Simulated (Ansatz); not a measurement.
BP:

```
CELL_PARAMETERS angstrom
0.00000 2.26900 2.26900
2.26900 0.00000 2.26900
2.26900 2.26900 0.00000
ATOMIC_POSITIONS crystal
P 0.75000 0.75000 0.75000
B 0.00000 0.00000 0.00000
```

Program: Ansatz 0.2.0. Alike in all runs: level PBE; potentials or basis all-electron PAW datasets made for the crystal; no spin polarisation; cell as given; k mesh 10 × 10 × 10. Hardware: 1 thread of Arm Neoverse V1, on a shared host.

Q: Order these runs on this cell by their wall time, lowest first.
A. task dielectric tensor; cutoff (eV) 310; smearing fixed
B. task Wannier functions; cutoff (eV) 310; smearing fixed
C. task electric field gradients; cutoff (eV) 280; smearing fermi-dirac 0.05 eV

A: C (6.1 s), B (16 s), A (48 s).
